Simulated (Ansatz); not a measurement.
Input of an Ansatz 0.2.0 run:

File input.yaml:

```yaml
crystal:
  lattice:
    - [1.825, -5.5, 0.0]
    - [1.825, 5.5, 0.0]
    - [0.0, 0.0, 4.47]
  atoms:
    - { symbol: As, position: [0.39, 0.61, 0.56] }
    - { symbol: As, position: [0.89, 0.11, 0.94] }
    - { symbol: As, position: [0.61, 0.39, 0.44] }
    - { symbol: As, position: [0.11, 0.89, 0.06] }
kpoints:
  mp_grid: { grid: [8, 8, 6] }
scf:
  occupations: { method: fermi_dirac, width: 0.05 }
hamiltonian:
  xc: pbesol
  pseudopotentials: { kind: all_electron, lapw: { basis_error: 0.001 } }
output:
  forces: true
  stress: true
  eigenvalues: true
  populations: true
```

Potentials or basis: all-electron LAPW, scalar-relativistic.

Command:

```sh
$ ansatz run input.yaml --threads 2 --pin off --max-ram 8192MiB --backend cpu --events-out ev --progress --plain --runs-dir out
```

Q: Predict the band gap on the k mesh.

A: 0.02 eV, indirect (least direct gap 0.09 eV).

Q: Predict the largest force.

A: 0.113 eV/Å.

Q: What does it give for the pressure?

A: -0.3 GPa.

Stress tensor (GPa, compression positive):
```
 0.58  0.00  0.00
 0.00 -0.27  0.00
 0.00  0.00 -1.16
```

A k mesh can miss the band edges. Expect the measured gap to be larger: semilocal functionals such as PBEsol lack the derivative discontinuity.
